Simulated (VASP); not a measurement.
# Sb (R-3m) in VASP: further runs, part 2 of 2

VASP 6.6.1.

**4. Relaxation of cell and atoms, LDA, target pressure 6.5 GPa, at which the enthalpy is minimised**

This run uses another cell than the first one, of 25.96 Å³/atom, 0.886 times its volume.

INCAR

```
SYSTEM = Sb
ALGO     = Normal         ! electronic algorithm
EDIFF    = 1E-7           ! SCF threshold, eV
EDIFFG   = -0.005         ! ionic threshold
ENCUT    = 600            ! plane-wave cutoff, eV
GGA      = CA             ! functional
IBRION   = 2              ! ionic algorithm
ISIF     = 3              ! what is computed and relaxed
ISMEAR   = 1              ! smearing method
LASPH    = .True.         ! aspherical terms in the spheres
LCHARG   = .False.        ! write CHGCAR
LREAL    = .False.        ! projectors in reciprocal space
LWAVE    = .False.        ! write WAVECAR
NELM     = 80             ! most SCF steps
NSW      = 90             ! ionic steps
PREC     = Accurate       ! precision mode
PSTRESS  = 65.0         
SIGMA    = 0.1            ! smearing width, eV
```

KPOINTS

```
k-points
0
Gamma
  10 10 10
  0 0 0
```

POSCAR

```
Sb                                      
1.0
    2.0977138451      1.2111156533      3.4061855378
   -2.0977138451      1.2111156533      3.4061855378
    0.0000000000     -2.4222313066      3.4061855378
  Sb            
     2
Direct
     0.2499772531583883    0.2499772531583883    0.2499772531583883
     0.7500227468416115    0.7500227468416115    0.7500227468416116
```

Potentials or basis: VASP PAW LDA potentials, release 64 (Sb).

Run with:

```bash
$ cat potpaw_LDA.64/Sb/POTCAR > POTCAR
$ mpirun -np 1 vasp_std > vasp.out
```

OUTCAR:

```text
SYSTEM = Sb
   EDIFF = 1E-7
   EDIFFG = -0.005
   ENCUT = 600
   GGA = CA
   IBRION = 2
   ISIF = 3
   ISMEAR = 1
   LASPH = .True.
   LREAL = .False.
   NELM = 80
   NSW = 90
   PREC = Accurate
   PSTRESS = 65.0

 ion  position               nearest neighbor table
   1  0.250  0.250  0.250-   2 2.96   2 2.96   2 2.96   2 2.96   2 2.96   2 2.96
   2  0.750  0.750  0.750-   1 2.96   1 2.96   1 2.96   1 2.96   1 2.96   1 2.96

  LATTYP: Found a trigonal (rhomboedric) cell.
 ALAT       =     4.1796296989
 COS(alpha) =     0.4962130981

  Lattice vectors:

 A1 = (   2.0977138451,   1.2111156533,   3.4061855378)
 A2 = (  -2.0977138451,   1.2111156533,   3.4061855378)
 A3 = (   0.0000000000,  -2.4222313066,   3.4061855378)

Analysis of symmetry for initial positions (statically):
=====================================================================
 Subroutine PRICEL returns:
 Original cell was already a primitive cell.

 Routine SETGRP: Setting up the symmetry group for a
 trigonal (rhombohedral) supercell.

 Subroutine GETGRP returns: Found 12 space group operations
 (whereof 12 operations were pure point group operations)
 out of a pool of 12 trial point group operations.

The static configuration has the point symmetry D_3d.

Analysis of symmetry for dynamics (positions and initial velocities):
=====================================================================
 Subroutine PRICEL returns:
 Original cell was already a primitive cell.

 Routine SETGRP: Setting up the symmetry group for a
 trigonal (rhombohedral) supercell.

 Subroutine GETGRP returns: Found 12 space group operations
 (whereof 12 operations were pure point group operations)
 out of a pool of 12 trial point group operations.

The dynamic configuration has the point symmetry D_3d.

 Subroutine INISYM returns: Found 12 space group operations
 (whereof 12 operations are pure point group operations),
 and found     1 'primitive' translations

----------------------------------------------------------------------------------------

[... 133 lines left out ...]

 number of electron      10.0000000 magnetization

 Free energy of the ion-electron system (eV)
  ---------------------------------------------------
  ext. energy  EPLUGINS =         0.00000000
  ---------------------------------------------------
  free energy    TOTEN  =        -9.50390242 eV

  energy without entropy =       -9.50343085  energy(sigma->0) =       -9.50374523

------------------------ aborting loop because EDIFF is reached ----------------------------------------

  FORCE on cell =-STRESS in cart. coord.  units (eV):
  Direction    XX          YY          ZZ          XY          YZ          ZX
  --------------------------------------------------------------------------------------
  -------------------------------------------------------------------------------------
  Total        2.0936642      2.0936642      2.1179248      0.0000000     -0.0000000      0.0000000
  in kB       64.6050097     64.6050097     65.3536300      0.0000000     -0.0000000      0.0000000
  external PRESSURE =      -0.1454502 kB  Pullay stress =      65.0000000 kB
[... 215 lines left out ...]
--------------------------------------- Ionic step        7  -------------------------------------------

 number of electron      10.0000000 magnetization

 Free energy of the ion-electron system (eV)
  ---------------------------------------------------
  ext. energy  EPLUGINS =         0.00000000
  ---------------------------------------------------
  free energy    TOTEN  =        -9.50391047 eV

  energy without entropy =       -9.50332167  energy(sigma->0) =       -9.50371420

 E-fermi :   8.9094     XC(G=0): -10.3905

 val. band max:        8.8804468278   @ k =   0.5000   0.4000   0.4000
 cond. band min:       8.9381233746   @ k =  -0.3000   0.1000  -0.0000
 fundamental gap:      0.0576765468
 Fermi energy:         8.9094372377

 k-point     1 :       0.0000    0.0000    0.0000
  band No.  band energies     occupation
      1      -4.6733      2.00000
      2       5.1416      2.00000
      3       6.9804      2.00000
      4       6.9868      2.00000
      5       6.9868      2.00000
      6      12.4619      0.00000
      7      12.4619      0.00000
      8      12.4640      0.00000
      9      13.5339      0.00000
[... 265 lines left out ...]
 k-point    24 :       0.4000    0.3000    0.0000
  band No.  band energies     occupation
      1      -2.6713      2.00000
      2       1.4477      2.00000
      3       4.2635      2.00000
      4       5.1580      2.00000
      5       5.3533      2.00000
      6      11.2340      0.00000
      7      13.5784      0.00000
      8      13.7884      0.00000
      9      14.4761      0.00000

 [... further k-points ...]

------------------------ aborting loop because EDIFF is reached ----------------------------------------

  FORCE on cell =-STRESS in cart. coord.  units (eV):
  Direction    XX          YY          ZZ          XY          YZ          ZX
  --------------------------------------------------------------------------------------
  -------------------------------------------------------------------------------------
  Total        2.1020090      2.1020090      2.0999870      0.0000000     -0.0000000      0.0000000
  in kB       64.8635920     64.8635920     64.8011956      0.0000000     -0.0000000      0.0000000
  external PRESSURE =      -0.1572068 kB  Pullay stress =      65.0000000 kB
[... 21 lines left out ...]
  energy  without entropy=       -9.5033216718  energy(sigma->0) =       -9.50371420

  enthalpy is  TOTEN    =        -7.3974809367 eV   P V=        2.1064295341

 reached required accuracy - stopping structural energy minimisation
```

OSZICAR:

```text
N       E                     dE             d eps       ncg     rms          rms(c)
DAV:   1     0.454578113745E+02    0.45458E+02   -0.40852E+03  2088   0.999E+02
DAV:   2    -0.768458521296E+01   -0.53142E+02   -0.52088E+02  2998   0.141E+02
DAV:   3    -0.951019050973E+01   -0.18256E+01   -0.17849E+01  2541   0.315E+01
[... 36 lines left out ...]
   6 F= -.73974749E+01 E0= -.73972859E+01  d E =-.240726E-04
       N       E                     dE             d eps       ncg     rms          rms(c)
DAV:   1    -0.950391180648E+01   -0.91809E-03   -0.31975E-03  2276   0.332E-01    0.234E-02
DAV:   2    -0.950391311696E+01   -0.13105E-05   -0.63201E-05  2146   0.642E-02    0.136E-02
DAV:   3    -0.950391045819E+01    0.26588E-05   -0.42198E-06  2442   0.135E-02    0.211E-03
DAV:   4    -0.950391047072E+01   -0.12527E-07   -0.10587E-07  1651   0.264E-03
   7 F= -.73974809E+01 E0= -.73972847E+01  d E =-.300920E-04
```

CONTCAR:

```text
Sb
   1.00000000000000
     2.0934029157024474    1.2086267372256154    3.4201715377207673
    -2.0934029157024474    1.2086267372256154    3.4201715377207673
     0.0000000000000000   -2.4172534744512317    3.4201715377207673
  Sb
     2
Direct
     0.2500245697726864    0.2500245697726864    0.2500245697726864
     0.7499754302273137    0.7499754302273137    0.7499754302273137

  0.00000000E+00  0.00000000E+00  0.00000000E+00
  0.00000000E+00  0.00000000E+00  0.00000000E+00
```

Wall time 62 s (1 thread of Intel Xeon 6975P-C (Granite Rapids), shared host); peak memory 0.21 GiB.

What came out:

- Free energy: -9.5039 eV
- Energy change on relaxing (the enthalpy is what falls): -0.0 meV/atom
- Ionic steps: 7
- Pressure after relaxing: 6.5 GPa
- Band gap on the k mesh: none (metal or under the smearing width)

Final structure:
```cif
data_structure
_symmetry_space_group_name_H-M 'P 1'
_symmetry_Int_Tables_number 1
_cell_length_a 4.1882
_cell_length_b 4.1882
_cell_length_c 4.1882
_cell_angle_alpha 59.979
_cell_angle_beta 59.979
_cell_angle_gamma 59.979
_cell_volume 51.92
loop_
_atom_site_label
_atom_site_type_symbol
_atom_site_fract_x
_atom_site_fract_y
_atom_site_fract_z
_atom_site_occupancy
Sb1 Sb 0.25002 0.25002 0.25002 1
Sb2 Sb 0.74998 0.74998 0.74998 1
```

Levels at points of the mesh, in eV from the Fermi level:
```tsv
k point	band 1	band 2	band 3	band 4	band 5	band 6	band 7	band 8	band 9
(0.00, 0.00, 0.00)	-13.58	-3.77	-1.93	-1.92	-1.92	3.55	3.55	3.55	4.62
(0.50, 0.00, 0.00)	-10.52	-10.52	-0.78	-0.77	-0.77	-0.77	0.38	0.38	9.14
(0.50, 0.50, 0.00)	-10.63	-7.44	-6.60	-4.20	-4.20	1.65	6.03	6.03	8.66
(0.50, 0.50, 0.50)	-10.52	-10.52	-0.77	-0.77	-0.77	-0.77	0.39	0.39	9.14
```

Caveat: the cell is relaxed towards a set pressure, so the enthalpy falls and the energy may rise. Spin-orbit coupling is left out, which matters for the levels of Sb.

**5. Relaxation of cell and atoms, PBE+D3(BJ)**

This run uses another cell than the first one, of 30.21 Å³/atom, 1.031 times its volume.

INCAR

```
ALGO     = Normal         # electronic algorithm
EDIFF    = 1E-6           # SCF threshold, eV
EDIFFG   = -0.01          # ionic threshold
ENCUT    = 600            # plane-wave cutoff, eV
GGA      = PE             # functional
IBRION   = 2              # ionic algorithm
ISIF     = 3              # what is computed and relaxed
ISMEAR   = 1              # smearing method
IVDW     = 12             # dispersion correction
KPAR     = 2            
LASPH    = T              # aspherical terms in the spheres
LCHARG   = F              # write CHGCAR
LREAL    = F              # projectors in reciprocal space
LWAVE    = F              # write WAVECAR
NELM     = 80             # most SCF steps
NSW      = 90             # ionic steps
PREC     = Accurate       # precision mode
SIGMA    = 0.1            # smearing width, eV
```

KPOINTS

```
k-points
0
Gamma
  10 10 10
```

POSCAR

```
Sb
1.0
    2.1542000000      1.2437279499      3.7580000000
   -2.1542000000      1.2437279499      3.7580000000
    0.0000000000     -2.4874558998      3.7580000000
Sb
2
Direct
    0.2334900000      0.2334900000      0.2334900000
    0.7665100000      0.7665100000      0.7665100000
```

Potentials or basis: VASP PAW PBE potentials, release 64 (Sb).

Run with:

```bash
$ cat potpaw_PBE.64/Sb/POTCAR > POTCAR
$ mpirun -np 2 vasp_std > vasp.out
```

It took 65 s on 2 MPI ranks of Intel Xeon Platinum 8488C (Sapphire Rapids), shared host; peak memory 0.26 GiB.

Results (log left out):

```
Free energy                            : -9.2067 eV
Relaxed volume                         : 29.79 Å³/atom
Relaxed cell                           : a = 4.445 Å, b = 4.445 Å, c = 4.445 Å, α = 58.22°, β = 58.22°, γ = 58.22°
Space group after relaxing (to 0.05 Å) : R-3m (No. 166)
Energy gained by relaxing              : 4.4 meV/atom
Ionic steps                            : 8
Pressure after relaxing                : 0.0 GPa
Largest force after relaxing           : 0.006 eV/Å
Band gap on the k mesh                 : none (metal or under the smearing width)
Dispersion energy per atom             : -0.479 eV
```

Forces on the atoms (eV/Å):
```
Sb   0.000  0.000 -0.006
Sb   0.000  0.000  0.006
```

The path:
| step | energy change (eV) | largest force (eV/Å) | pressure (GPa) | volume (Å³) |
| --- | --- | --- | --- | --- |
| 1 | 0.0000 | 0.2263 | 0.19 | 60.41 |
| 2 | -0.0039 | 0.0906 | -0.45 | 60.73 |
| 3 | -0.0042 | 0.0363 | -0.72 | 60.87 |
| 4 | -0.0070 | 0.0165 | -0.44 | 60.34 |
| 5 | -0.0086 | 0.0081 | -0.02 | 59.62 |
| 6 | -0.0086 | 0.0108 | 0.03 | 59.54 |
| 7 | -0.0087 | 0.0090 | 0.01 | 59.55 |
| 8 | -0.0087 | 0.0060 | -0.02 | 59.58 |

Final structure:
```cif
data_structure
_symmetry_space_group_name_H-M 'P 1'
_symmetry_Int_Tables_number 1
_cell_length_a 4.4453
_cell_length_b 4.4453
_cell_length_c 4.4453
_cell_angle_alpha 58.218
_cell_angle_beta 58.218
_cell_angle_gamma 58.218
_cell_volume 59.58
loop_
_atom_site_label
_atom_site_type_symbol
_atom_site_fract_x
_atom_site_fract_y
_atom_site_fract_z
_atom_site_occupancy
Sb1 Sb 0.23650 0.23650 0.23650 1
Sb2 Sb 0.76350 0.76350 0.76350 1
```

Levels at points of the mesh, in eV from the Fermi level:
```tsv
k point	band 1	band 2	band 3	band 4	band 5	band 6	band 7	band 8	band 9
(0.00, 0.00, 0.00)	-12.67	-4.63	-1.91	-1.76	-1.76	2.44	2.90	2.90	4.99
(0.50, 0.00, 0.00)	-10.25	-9.66	-1.67	-1.50	-0.26	-0.09	0.29	0.32	7.96
(0.50, 0.50, 0.00)	-10.26	-7.81	-5.52	-3.72	-3.67	1.70	5.13	5.52	7.19
(0.50, 0.50, 0.50)	-10.90	-9.11	-1.19	-1.19	-0.37	-0.01	-0.01	0.98	7.42
```

Caveat: pairwise dispersion overbinds metals, which lowers pressure and volume.

**6. Relaxation of cell and atoms, PBE+D3(BJ)**

This run uses another cell than the first one, of 29.79 Å³/atom, 1.017 times its volume.

Edit INCAR of step 5 so:

```diff
@@ -1,4 +1,4 @@
 ALGO     = Normal         # electronic algorithm
-EDIFF    = 1E-6           # SCF threshold, eV
-EDIFFG   = -0.01          # ionic threshold
+EDIFF    = 1E-7           # SCF threshold, eV
+EDIFFG   = -0.005         # ionic threshold
 ENCUT    = 600            # plane-wave cutoff, eV
```

KPOINTS is that of step 5.

POSCAR

```
Sb                                      
1.0
    2.1624919383      1.2485153027      3.6776869394
   -2.1624919383      1.2485153027      3.6776869394
   -0.0000000000     -2.4970306054      3.6776869394
  Sb            
     2
Direct
     0.2365032207194499    0.2365032207194499    0.2365032207194499
     0.7634967792805499    0.7634967792805499    0.7634967792805499
```

Potentials or basis: VASP PAW PBE potentials, release 64 (Sb).

Run with:

```bash
$ cat potpaw_PBE.64/Sb/POTCAR > POTCAR
$ mpirun -np 2 vasp_std > vasp.out
```

OUTCAR:

```text
EDIFF = 1E-7
   EDIFFG = -0.005
   ENCUT = 600
   GGA = PE
   IBRION = 2
   ISIF = 3
   ISMEAR = 1
   IVDW = 12
   LASPH = T
   LREAL = F
   NELM = 80
   NSW = 90
   PREC = Accurate
 IVDW          = 12

 ion  position               nearest neighbor table
   1  0.237  0.237  0.237-   2 2.93   2 2.93   2 2.93   2 3.29   2 3.29   2 3.29
   2  0.763  0.763  0.763-   1 2.93   1 2.93   1 2.93   1 3.29   1 3.29   1 3.29

  LATTYP: Found a trigonal (rhomboedric) cell.
 ALAT       =     4.4452832383
 COS(alpha) =     0.5266960663

[... 531 lines left out ...]

 Edisp (eV)   -0.95950

 E8    (eV) :    -0.4477

  FORCE on cell =-STRESS in cart. coord.  units (eV):
  Direction    XX          YY          ZZ          XY          YZ          ZX
  --------------------------------------------------------------------------------------
  -------------------------------------------------------------------------------------
  Total       0.00803     0.00803     0.00646    -0.00000     0.00000     0.00000
  in kB       0.21600     0.21600     0.17391    -0.00000     0.00000     0.00000
  external pressure =        0.20 kB  Pullay stress =        0.00 kB

 VOLUME and BASIS-vectors are now :
 -----------------------------------------------------------------------------
  energy-cutoff  :      600.00
  volume of cell :       59.54
      direct lattice vectors                 reciprocal lattice vectors
     2.162082760  1.248279063  3.676799355     0.231258493  0.133517153  0.090658560
    -2.162082760  1.248279063  3.676799355    -0.231258493  0.133517153  0.090658560
     0.000000000 -2.496558127  3.676799355     0.000000000 -0.267034306  0.090658560

 POSITION                                       TOTAL-FORCE (eV/Angst)
 -----------------------------------------------------------------------------------
      0.00000      0.00000      2.60843         0.000000     -0.000000     -0.000587
      0.00000      0.00000      8.42197         0.000000      0.000000      0.000587
 -----------------------------------------------------------------------------------
    total drift:                                0.000000      0.000000     -0.000000

  FREE ENERGIE OF THE ION-ELECTRON SYSTEM (eV)
  ---------------------------------------------------
  free  energy   TOTEN  =        -9.2067259650 eV

  energy  without entropy=       -9.2065930726  energy(sigma->0) =       -9.20668167

 reached required accuracy - stopping structural energy minimisation
```

OSZICAR:

```text
N       E                     dE             d eps       ncg     rms          rms(c)
DAV:   1     0.429114112694E+02    0.42911E+02   -0.39711E+03  2088   0.979E+02
DAV:   2    -0.644251839950E+01   -0.49354E+02   -0.48482E+02  2961   0.131E+02
DAV:   3    -0.822996632913E+01   -0.17874E+01   -0.17514E+01  2489   0.306E+01
DAV:   4    -0.824678120095E+01   -0.16815E-01   -0.16802E-01  2631   0.327E+00
DAV:   5    -0.824689944545E+01   -0.11824E-03   -0.11824E-03  2396   0.288E-01    0.298E+00
DAV:   6    -0.824726760566E+01   -0.36816E-03   -0.19638E-03  2365   0.407E-01    0.180E+00
DAV:   7    -0.824770196955E+01   -0.43436E-03   -0.49572E-03  2141   0.632E-01    0.848E-02
DAV:   8    -0.824781942680E+01   -0.11746E-03   -0.14136E-04  2464   0.937E-02    0.196E-02
DAV:   9    -0.824784181410E+01   -0.22387E-04   -0.31053E-05  2240   0.433E-02    0.400E-03
DAV:  10    -0.824784275952E+01   -0.94543E-06   -0.25271E-06  2604   0.109E-02    0.124E-03
DAV:  11    -0.824784288430E+01   -0.12477E-06   -0.28151E-07  2185   0.414E-03    0.962E-04
DAV:  12    -0.824784313216E+01   -0.24787E-06   -0.39215E-08  1137   0.140E-03    0.279E-04
DAV:  13    -0.824784309245E+01    0.39717E-07   -0.57666E-09  1075   0.651E-04
   1 F= -.92067219E+01 E0= -.92066770E+01  d E =-.920672E+01
       N       E                     dE             d eps       ncg     rms          rms(c)
DAV:   1    -0.824723411733E+01    0.60901E-03   -0.18443E-04  2286   0.812E-02    0.106E-02
DAV:   2    -0.824723156652E+01    0.25508E-05   -0.45288E-06  2252   0.158E-02    0.604E-03
DAV:   3    -0.824723080780E+01    0.75872E-06   -0.32781E-06  2189   0.965E-03    0.154E-03
DAV:   4    -0.824723081918E+01   -0.11381E-07   -0.42481E-08  1116   0.193E-03
   2 F= -.92067260E+01 E0= -.92066817E+01  d E =-.408465E-05
```

Run time: 24 s. Hardware: 2 MPI ranks of Intel Xeon Platinum 8488C (Sapphire Rapids), shared host; peak memory 0.24 GiB.

Results:

- Free energy: -9.2067 eV
- Relaxed volume: 29.77 Å³/atom
- Relaxed cell: a = 4.444 Å, b = 4.444 Å, c = 4.444 Å, α = 58.22°, β = 58.22°, γ = 58.22°
- Space group after relaxing (to 0.05 Å): R-3m (No. 166)
- Energy gained by relaxing: 0.0 meV/atom
- Ionic steps: 2
- Pressure after relaxing: 0.0 GPa
- Band gap on the k mesh: none (metal or under the smearing width)
- Dispersion energy per atom: -0.480 eV

Final structure:
```
CELL_PARAMETERS angstrom
2.16208 1.24828 3.67680
-2.16208 1.24828 3.67680
0.00000 -2.49656 3.67680
ATOMIC_POSITIONS crystal
Sb 0.23648 0.23648 0.23648
Sb 0.76352 0.76352 0.76352
```

Caveat: pairwise dispersion overbinds metals, which lowers pressure and volume.

**7. The runs side by side**

```csv
level,potentials or basis,cell,target pressure,gap on the mesh (eV),pressure (GPa)
LDA,"VASP PAW LDA potentials, release 64 (Sb)",relaxed,-,none,0.0
LDA,"VASP PAW LDA potentials, release 64 (Sb)",relaxed to 6.5 GPa,6.5 GPa,none,6.5
PBE+D3(BJ),"VASP PAW PBE potentials, release 64 (Sb)",relaxed,-,none,0.0
```

Alike in all rows: task relaxation of cell and atoms; no spin polarisation; k mesh 10 × 10 × 10; cutoff (eV) 600; smearing methfessel-paxton 0.1 eV.

Caveats: the relaxation stopped at its first step, so nothing moved (some runs); the cell is relaxed towards a set pressure, so the enthalpy falls and the energy may rise (some runs); pairwise dispersion overbinds metals, which lowers pressure and volume (some runs).

Absolute energies hang on the potentials; compare differences alone.
